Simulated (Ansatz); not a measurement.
## Band structure of NbH2

```
Nb H
1.0
     0.00000    2.28150    2.28150
     2.28150    0.00000    2.28150
     2.28150    2.28150    0.00000
Nb H
1 2
Direct
  0.00000 0.00000 0.00000
  0.25000 0.25000 0.25000
  0.75000 0.75000 0.75000
```

Atom numbers follow the list: Nb1, H2, H3.

The cell comes from COD entry 9009022, which wasn't checked; take it as a given geometry.

Spin polarisation is left out, and whether a magnetic state lies lower isn't shown here.

Theory: DFT, LDA, all-electron LAPW, scalar-relativistic (Ansatz 0.2.0).

Settings: a Γ-centred 15×15×15 k mesh, Fermi–Dirac smearing of 0.03 eV, basis error target 1 meV/atom, no spin polarisation.

Points in fractions of the reciprocal vectors of this cell: Γ (0, 0, 0), X (0.5, 0, 0.5), U (0.625, 0.25, 0.625), K (0.375, 0.375, 0.75), L (0.5, 0.5, 0.5), W (0.5, 0.25, 0.75). The path joins them by straight lines in the order Γ–X–U–K–Γ–L–W–X; legs that retrace an earlier one aren't tabulated. Energies are in eV from the Fermi level.

(1) Metal or insulator at this level of theory?

(2) Tabulate bands 12 to 19, counted from the lowest band of the run, along the path.

## Answers

(1) No gap opens: metallic or semimetallic.

(2) 
| k (1/Å) | point | band 12 | band 13 | band 14 | band 15 | band 16 | band 17 | band 18 | band 19 |
| --- | --- | --- | --- | --- | --- | --- | --- | --- | --- |
| 0.00 | Γ | -31.07 | -31.07 | -10.63 | -1.37 | -1.37 | -1.37 | -1.01 | 1.25 |
| 0.20 |  | -31.08 | -31.08 | -10.44 | -2.82 | -1.26 | -1.26 | 0.63 | 1.01 |
| 0.39 |  | -31.11 | -31.11 | -9.90 | -4.21 | -0.91 | -0.91 | 0.33 | 1.50 |
| 0.59 |  | -31.16 | -31.16 | -9.05 | -5.37 | -0.66 | -0.33 | -0.33 | 1.79 |
| 0.79 |  | -31.21 | -31.21 | -7.99 | -6.28 | -1.73 | 0.45 | 0.45 | 2.13 |
| 0.98 |  | -31.26 | -31.26 | -6.94 | -6.82 | -2.74 | 1.40 | 1.40 | 2.46 |
| 1.18 |  | -31.29 | -31.29 | -7.33 | -5.70 | -3.66 | 2.36 | 2.36 | 2.71 |
| 1.38 | X | -31.30 | -31.30 | -7.46 | -4.92 | -4.33 | 2.80 | 2.86 | 2.86 |
| 1.45 |  | -31.30 | -31.30 | -7.45 | -4.94 | -4.31 | 2.74 | 2.84 | 2.90 |
| 1.52 |  | -31.32 | -31.30 | -7.41 | -5.00 | -4.25 | 2.58 | 2.80 | 3.03 |
| 1.59 |  | -31.34 | -31.29 | -7.35 | -5.10 | -4.14 | 2.34 | 2.72 | 3.23 |
| 1.66 |  | -31.36 | -31.28 | -7.28 | -5.22 | -4.00 | 2.07 | 2.62 | 3.50 |
| 1.72 |  | -31.39 | -31.27 | -7.20 | -5.36 | -3.83 | 1.78 | 2.48 | 3.83 |
| 1.79 |  | -31.42 | -31.26 | -7.12 | -5.50 | -3.63 | 1.49 | 2.33 | 4.20 |
| 1.86 | U | -31.46 | -31.25 | -7.04 | -5.64 | -3.41 | 1.22 | 2.15 | 4.34 |
| 1.98 |  | -31.47 | -31.25 | -6.97 | -5.76 | -3.26 | 0.96 | 2.14 | 4.27 |
| 2.10 |  | -31.48 | -31.26 | -6.84 | -5.95 | -3.08 | 0.60 | 2.21 | 4.36 |
| 2.23 |  | -31.47 | -31.27 | -6.71 | -6.13 | -2.96 | 0.37 | 2.27 | 4.46 |
| 2.35 |  | -31.47 | -31.27 | -6.71 | -6.13 | -2.96 | 0.37 | 2.27 | 4.46 |
| 2.47 |  | -31.48 | -31.26 | -6.84 | -5.95 | -3.08 | 0.60 | 2.21 | 4.36 |
| 2.59 |  | -31.47 | -31.25 | -6.97 | -5.76 | -3.26 | 0.96 | 2.14 | 4.27 |
| 2.71 | K | -31.46 | -31.25 | -7.04 | -5.64 | -3.41 | 1.22 | 2.15 | 4.34 |
| 2.92 |  | -31.52 | -31.21 | -6.99 | -5.98 | -2.74 | 0.55 | 1.52 | 3.86 |
| 3.12 |  | -31.40 | -31.17 | -7.34 | -6.08 | -2.13 | 0.16 | 0.81 | 3.66 |
| 3.33 |  | -31.29 | -31.13 | -8.08 | -5.85 | -1.54 | 0.09 | 0.11 | 2.81 |
| 3.54 |  | -31.19 | -31.10 | -8.99 | -5.24 | -1.08 | -0.50 | 0.29 | 1.84 |
| 3.75 |  | -31.12 | -31.08 | -9.84 | -4.24 | -1.03 | -0.97 | 0.68 | 1.33 |
| 3.96 |  | -31.08 | -31.07 | -10.42 | -2.88 | -1.27 | -1.25 | 0.75 | 1.08 |
| 4.17 | Γ | -31.07 | -31.07 | -10.63 | -1.37 | -1.37 | -1.37 | -1.01 | 1.25 |
| 4.34 |  | -31.07 | -31.07 | -10.49 | -2.59 | -1.30 | -1.30 | 0.39 | 1.19 |
| 4.51 |  | -31.09 | -31.09 | -10.09 | -3.76 | -1.12 | -1.12 | 1.08 | 1.08 |
| 4.68 |  | -31.10 | -31.10 | -9.52 | -4.64 | -0.96 | -0.96 | 1.09 | 1.09 |
| 4.85 |  | -31.12 | -31.12 | -8.92 | -5.16 | -0.95 | -0.95 | 1.39 | 1.39 |
| 5.02 |  | -31.14 | -31.14 | -8.51 | -5.23 | -1.07 | -1.07 | 1.91 | 1.91 |
| 5.19 |  | -31.15 | -31.15 | -8.36 | -5.00 | -1.18 | -1.18 | 2.41 | 2.41 |
| 5.36 | L | -31.16 | -31.16 | -8.33 | -4.84 | -1.22 | -1.22 | 2.62 | 2.62 |
| 5.50 |  | -31.18 | -31.16 | -8.24 | -4.94 | -1.36 | -1.13 | 2.59 | 2.70 |
| 5.64 |  | -31.23 | -31.17 | -8.00 | -5.18 | -1.71 | -0.87 | 2.48 | 2.96 |
| 5.78 |  | -31.30 | -31.20 | -7.63 | -5.50 | -2.15 | -0.47 | 2.30 | 3.38 |
| 5.92 |  | -31.39 | -31.23 | -7.19 | -5.83 | -2.55 | -0.01 | 2.14 | 3.88 |
| 6.06 |  | -31.46 | -31.26 | -6.77 | -6.10 | -2.88 | 0.31 | 2.20 | 4.36 |
| 6.19 |  | -31.51 | -31.29 | -6.46 | -6.28 | -3.08 | 0.34 | 2.59 | 4.73 |
| 6.33 | W | -31.53 | -31.31 | -6.34 | -6.34 | -3.15 | 0.31 | 2.86 | 4.87 |
| 6.43 |  | -31.48 | -31.31 | -6.61 | -6.06 | -3.24 | 0.45 | 2.86 | 4.44 |
| 6.53 |  | -31.43 | -31.31 | -6.85 | -5.78 | -3.46 | 0.83 | 2.86 | 4.02 |
| 6.63 |  | -31.39 | -31.30 | -7.07 | -5.51 | -3.72 | 1.34 | 2.86 | 3.64 |
| 6.73 |  | -31.35 | -31.30 | -7.24 | -5.27 | -3.97 | 1.88 | 2.86 | 3.32 |
| 6.83 |  | -31.32 | -31.30 | -7.36 | -5.08 | -4.16 | 2.35 | 2.86 | 3.07 |
| 6.92 |  | -31.31 | -31.30 | -7.44 | -4.96 | -4.29 | 2.68 | 2.86 | 2.91 |
| 7.02 | X | -31.30 | -31.30 | -7.46 | -4.92 | -4.33 | 2.80 | 2.86 | 2.86 |
